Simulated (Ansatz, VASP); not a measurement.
# Two plane-wave programs on HfO2

The input INCAR:

```
SYSTEM = HfO2
  PREC = Accurate
  ENCUT = 520
  EDIFF = 1E-6
  ISMEAR = 0
  SIGMA = 0.01
  LREAL = .FALSE.
  LASPH = .TRUE.
  NELM = 100
  ALGO = Normal
  ISIF = 2
  LWAVE = .FALSE.
  LCHARG = .TRUE.
  GGA = PS
  LELF = .TRUE.
  LVHAR = .TRUE.
  NBANDS = 56
```

Contents of KPOINTS:

```
Automatic mesh
0
G
  4 4 6
  0 0 0
```

Contents of POSCAR:

```
HfO2
1.0
    5.2282431038      0.0000000000      0.0000000000
    0.0000000000      5.0173677061      0.0000000000
    0.0000000000      0.0000000000      5.0413363076
Hf O
4 8
Direct
    0.0328983697      0.2675499396      0.2413220375
    0.4671016303      0.2675499396      0.7413220375
    0.5328983697      0.7324500604      0.2413220375
    0.9671016303      0.7324500604      0.7413220375
    0.3679986459      0.0717063120      0.2757354464
    0.1320013541      0.0717063120      0.7757354464
    0.7460054003      0.4597011334      0.4909425161
    0.7539945997      0.4597011334      0.9909425161
    0.2539945997      0.5402988666      0.9909425161
    0.2460054003      0.5402988666      0.4909425161
    0.8679986459      0.9282936880      0.2757354464
    0.6320013541      0.9282936880      0.7757354464
```

Input for Ansatz:

```yaml
crystal:
  lattice:
    - [5.2282431038, 0.0, 0.0]
    - [0.0, 5.0173677061, 0.0]
    - [0.0, 0.0, 5.0413363076]
  atoms:
    - { symbol: Hf, position: [0.0328983697, 0.2675499396, 0.2413220375] }
    - { symbol: Hf, position: [0.4671016303, 0.2675499396, 0.7413220375] }
    - { symbol: Hf, position: [0.5328983697, 0.7324500604, 0.2413220375] }
    - { symbol: Hf, position: [0.9671016303, 0.7324500604, 0.7413220375] }
    - { symbol: O, position: [0.3679986459, 0.071706312, 0.2757354464] }
    - { symbol: O, position: [0.1320013541, 0.071706312, 0.7757354464] }
    - { symbol: O, position: [0.7460054003, 0.4597011334, 0.4909425161] }
    - { symbol: O, position: [0.7539945997, 0.4597011334, 0.9909425161] }
    - { symbol: O, position: [0.2539945997, 0.5402988666, 0.9909425161] }
    - { symbol: O, position: [0.2460054003, 0.5402988666, 0.4909425161] }
    - { symbol: O, position: [0.8679986459, 0.928293688, 0.2757354464] }
    - { symbol: O, position: [0.6320013541, 0.928293688, 0.7757354464] }
scf:
  occupations: { method: fixed }
output:
  forces: true
  polarization: {}
hamiltonian:
  xc: pbesol
kpoints:
  mp_grid: { grid: [4, 4, 6] }
```

Alike in both runs: task single point; functional PBEsol; k mesh 4 × 4 × 6; no spin polarisation.

```csv
,VASP,Ansatz
version,VASP 6.6.1,Ansatz 0.2.0
potentials or method,"VASP PAW PBE potentials, release 64 (Hf_pv, O)","scalar-relativistic, plane waves, PAW"
plane-wave cutoff (eV),520,420
occupations,"gaussian, width 0.01 eV",fixed
valence electrons in the cell,88,152
```

Ansatz gave:

| Property | Result |
| --- | --- |
| gap on the k mesh at the Fermi level (eV) | 4.24 |
| least direct gap on the mesh (eV) | 4.34 |
| rms of the force components (eV/Å) | 0.834 |

Problem. What did VASP give for the same quantities?

Solution. gap on the k mesh at the Fermi level (eV): 4.22; least direct gap on the mesh (eV): 4.34; rms of the force components (eV/Å): 0.831.

Atom by atom the forces differ by 0.031 eV/Å (rms over components). The two sets of potentials don't hold the same shells in valence.

Caveats: the PAW data sets were made with another functional, which shifts forces and pressure a little (VASP); spin-orbit coupling is left out, which moves the levels of the heavy elements. A k mesh can miss the band edges. Expect the measured gap to be larger: semilocal functionals such as PBEsol lack the derivative discontinuity.
